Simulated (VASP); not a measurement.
# CaO: equation of state with PBE

Crystal: CaO.

```
CELL_PARAMETERS angstrom
0.00000 2.40356 2.40356
2.40356 0.00000 2.40356
2.40356 2.40356 0.00000
ATOMIC_POSITIONS crystal
Ca 0.00000 0.00000 0.00000
O 0.50000 0.50000 0.50000
```

The cell is a database's computed one.

| Quantity | Value |
| --- | --- |
| Program | VASP 6.6.1 |
| Task | equation of state |
| Functional | PBE |
| Potentials or basis | VASP PAW PBE potentials, release 64 (Ca_sv, O) |
| Cutoff | 520 eV |
| k mesh | 10 × 10 × 10 |
| Occupations | fermi-dirac, width 0.05 eV |
| Spin | no spin polarisation |

The equilibrium volume is 14.19 Å³/atom. The bulk modulus is 105 GPa. The pressure derivative of the bulk modulus is 4.4.

Energy against volume, from the lowest point:
| volume (Å³/atom) | energy (meV/atom) |
| --- | --- |
| 13.052 | 34.58 |
| 13.330 | 19.01 |
| 13.608 | 8.37 |
| 13.886 | 2.18 |
| 14.163 | 0.00 |
| 14.441 | 1.42 |
| 14.719 | 6.08 |

All runs of the series together: 97 s on 1 thread of Intel(R) Xeon(R) Platinum 8559C (Emerald Rapids), with other jobs on the host.
